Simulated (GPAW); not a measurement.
Runs of GPAW 26.7.0 on MnS. The structure is cubic, space group F-43m (No. 216). The conventional cell has a = 4.947 Å, b = 4.947 Å, c = 4.947 Å, α = 90.00°, β = 90.00°, γ = 90.00°. Mn (site symmetry -43m) has 4 S at 2.14 Å as nearest neighbours. S (site symmetry -43m) is surrounded by 4 Mn at 2.14 Å. The cell is a database's computed one.

```csv
task,level,potentials or basis,band path,band points,eigensolver,pressure (GPa),moment (μB),V0 of scaled cells (Å³/atom),B0 (GPa)
equation of state,WC,"PAW data sets generated in the run's folder for this functional, pw",-,-,-,-,-,14.93,149
band structure,AM05,"PAW data sets generated in the run's folder for this functional, pw","GXWKGLUWLK,UX",100,-,-2.4,0.26,-,-
equation of state,BLYP+D3,"PAW data sets generated in the run's folder for this functional, pw",-,-,davidson,-,-,(a),(b)
band structure,mBEEF,"GPAW PAW data sets (gpaw-data 1.2.1), pw","GXWKGLUWLK,UX",100,-,38.9,3.89,-,-
```

Alike in all rows: spin collinear, ferromagnetic start; cell as given; k mesh 8 × 8 × 8; cutoff (eV) 600; smearing fermi-dirac 0.05 eV.

Q: Estimate the missing entries.

A: (a) 15.94; (b) 125.

Caveats: the moment fell far below its start of 4 μB, so a state of higher moment may lie lower in energy (some runs); a pressure of tens of GPa on the cell as given is suspect, and the run, the potentials or the cell itself is likely at fault (some runs); the PAW data sets were made with another functional, which shifts forces and pressure a little (some runs); a cell with one magnetic atom can't hold antiferromagnetic order, which such compounds often take (some runs).
